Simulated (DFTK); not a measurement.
A run of DFTK 0.8.2 is set up as follows.

run.jl

```julia
using DFTK
using PseudoPotentialData
using Unitful, UnitfulAtomic
using LinearAlgebra, Printf
include("save.jl")
disable_threading()

# lattice vectors are the columns
lattice = austrip(1u"Å") * [           0.0         2.9305         2.9305;
                   2.9305            0.0         2.9305;
                   2.9305         2.9305            0.0]
symbols   = [:In, :P]
positions = [[0.0, 0.0, 0.0],
             [0.75, 0.75, 0.75]]
pseudopotentials = Dict(:In => "In.upf", :P => "P.upf")
elements = Dict(s => ElementPsp(s, pseudopotentials; rcut=10.0) for s in unique(symbols))
atoms    = [elements[s] for s in symbols]

build_model(lattice, positions; symmetries=true) =
    model_DFT(lattice, atoms, positions;
              functionals=PBE(),
              temperature=austrip(0.05u"eV"),
              smearing=Smearing.FermiDirac(),
              symmetries)
Ecut  = 30.0  # hartree
kgrid = [8, 8, 8]
tol   = 1e-6
to_GPa = ustrip(uconvert(u"GPa", 1u"hartree/bohr^3"))

model = build_model(lattice, positions)
basis = PlaneWaveBasis(model; Ecut, kgrid)
display(basis)
scfres = self_consistent_field(basis;
                               tol,
                               nbandsalg=AdaptiveBands(model; n_bands_converge=14))
display(scfres.energies)
@printf "Fermi level: %.6f eV\n" ustrip(auconvert(u"eV", something(scfres.εF, NaN)))
forces = compute_forces_cart(scfres)
println("Forces (eV/Å)")
for (s, f) in zip(symbols, forces)
    @printf "%-3s %12.6f %12.6f %12.6f\n" s ustrip.(auconvert.(u"eV/Å", f))...
end
stress = compute_stresses_cart(scfres)
println("Stress (GPa)")
display(round.(stress * to_GPa; digits=4))
println("Levels at the first k-point (eV): ", round.(ustrip.(auconvert.(u"eV", scfres.eigenvalues[1][1:scfres.n_bands_converge])); digits=4))
save_scf!(scfres; forces, stress)

points = Dict("G" => [0.0, 0.0, 0.0], "K" => [0.375, 0.375, 0.75], "L" => [0.5, 0.5, 0.5], "U" => [0.625, 0.25, 0.625], "W" => [0.5, 0.25, 0.75], "X" => [0.5, 0.0, 0.5])
segments = [("G", "X", 7), ("X", "W", 4), ("W", "K", 3), ("K", "G", 7), ("G", "L", 6), ("L", "U", 4), ("U", "W", 3), ("W", "L", 5), ("L", "K", 4), ("U", "X", 3)]
kcoords = vcat([[points[a] + t * (points[b] - points[a]) for t in range(0, 1, n)] for (a, b, n) in segments]...)
bands = compute_bands(scfres, ExplicitKpoints(kcoords); n_bands=16, tol=1e-5)
for (k, ε) in zip(bands.basis.kpoints, bands.eigenvalues)
    @printf "%d %8.4f %8.4f %8.4f " k.spin k.coordinate...
    println(join([@sprintf("%9.4f", e) for e in ustrip.(auconvert.(u"eV", ε .- scfres.εF))]))
end
results["band_energies"] = rows(bands.eigenvalues); results["band_kpoints"] = rows(kcoords)
```

Potentials or basis: SPMS 1.0 (PBE).

Launch:

```bash
$ julia --threads=1 run.jl  # save.jl only writes the numbers to a file and isn't shown; printed stress counts tension as positive; times include loading and compiling
```

Question: Predict the band gap on the k mesh.

Answer: 0.71 eV, direct.

Question: Estimate the band gap along the path.

Answer: 0.71 eV, direct.

Levels at the corners of the path, in eV from the valence-band top:
```tsv
point	band 6	band 7	band 8	band 9	band 10	band 11	band 12	band 13
Γ	-11.52	0.00	0.00	0.00	0.71	4.10	4.10	4.10
X	-9.15	-5.75	-2.32	-2.32	1.77	2.26	9.24	9.58
W	-9.07	-5.60	-2.95	-2.91	4.30	4.38	5.58	6.21
K	-9.16	-5.61	-3.30	-1.94	2.36	4.40	7.53	7.55
Γ	-11.52	0.00	0.00	0.00	0.71	4.10	4.10	4.10
L	-9.80	-5.73	-0.97	-0.97	1.50	4.81	4.81	7.13
U	-9.16	-5.61	-3.30	-1.94	2.36	4.40	7.53	7.55
W	-9.07	-5.60	-2.95	-2.91	4.30	4.38	5.58	6.21
L	-9.80	-5.73	-0.97	-0.97	1.50	4.81	4.81	7.13
K	-9.16	-5.61	-3.30	-1.94	2.36	4.40	7.53	7.55
U	-9.16	-5.61	-3.30	-1.94	2.36	4.40	7.53	7.55
X	-9.15	-5.75	-2.32	-2.32	1.77	2.26	9.24	9.58
```

Caveat: the cutoff is short for these potentials, so energies and forces aren't converged, fitted volumes are rough and the log's stress (off by 3 to 10 GPa or more in trials) isn't used; spin-orbit coupling is left out, which moves the levels of the heavy elements.

**The experiment to reproduce.**

From a printed reference work, data compilation, for a bulk crystal of InP at 1.6 K: band gap 1.4236 eV (direct).

A measured gap of InP is 1.4236 eV (direct; 1.6 K; a printed reference work, data compilation); the calculated 0.71 eV misses it by -0.71 eV. Spin-orbit coupling on In is left out. The value is that of PBE, without temperature or zero-point motion. Semilocal functionals fall short of measured gaps as a rule.
